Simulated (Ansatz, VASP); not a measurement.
## Ir in VASP and in Ansatz

File INCAR:

```
PREC = Accurate
ENCUT = 600
EDIFF = 1E-7
ISMEAR = -1
SIGMA = 0.05
LREAL = F
LASPH = T
NELM = 150
ALGO = Normal
ISIF = 3
LWAVE = F
LCHARG = F
MAGMOM = 0 0 0
LORBIT = 11
LSORBIT = T
GGA_COMPAT = F
LORBMOM = T
LMAXMIX = 4
IBRION = 2
NSW = 80
EDIFFG = -0.005
```

File KPOINTS:

```
Automatic mesh
0
Gamma
  9 9 9
```

File POSCAR:

```
Ir
1.0
    0.0000000000      1.9156000000      1.9156000000
    1.9156000000      0.0000000000      1.9156000000
    1.9156000000      1.9156000000      0.0000000000
Ir
1
Direct
    0.0000000000      0.0000000000      0.0000000000
```

input.yaml

```yaml
crystal:
  lattice:
    - [0.0, 1.9156, 1.9156]
    - [1.9156, 0.0, 1.9156]
    - [1.9156, 1.9156, 0.0]
  atoms:
    - { symbol: Ir, position: [0.0, 0.0, 0.0] }
kpoints:
  mp_grid: { grid: [9, 9, 9] }
scf:
  occupations: { method: fermi_dirac, width: 0.05 }
hamiltonian:
  xc: lda
  pseudopotentials: { kind: all_electron, lapw: { basis_error: 0.001 } }
magnetization:
  noncollinear: true
  spin_orbit: true
output:
  forces: true
  stress: true
relax:
  f_tol: 0.005
  max_steps: 60
  cell: {}
```

Alike in both runs: task relaxation of cell and atoms; functional LDA; k mesh 9 × 9 × 9; occupations fermi-dirac, width 0.05 eV; non-collinear spin, spin-orbit coupling.

```csv
,VASP,Ansatz
version,VASP 6.6.1,Ansatz 0.2.0
potentials or method,"VASP PAW LDA potentials, release 64 (Ir)","all-electron LAPW, relativistic spinors"
plane-wave cutoff (eV),600,see its input
```

Ansatz gave:

```
net moment per atom (μB)                                     : 0.00
relaxed volume (Å³/atom)                                     : 13.84
relaxed cell length with the largest relative difference (Å) : 2.695
energy change over the relaxation (meV/atom)                 : -4
```

Task: Which values does VASP return?

Result: net moment per atom (μB): 0.00; relaxed volume (Å³/atom): 13.95; relaxed cell length with the largest relative difference (Å): 2.702; energy change over the relaxation (meV/atom): -1.

Ansatz ran all-electron here, so the differences hold the error of VASP's frozen core and of both bases.

Caveats: the k mesh is thin for a metal, which can move the energy by tens of meV per atom (Ansatz). LDA usually gives volumes a few per cent too small. Zero-point motion and thermal expansion aren't in these numbers.
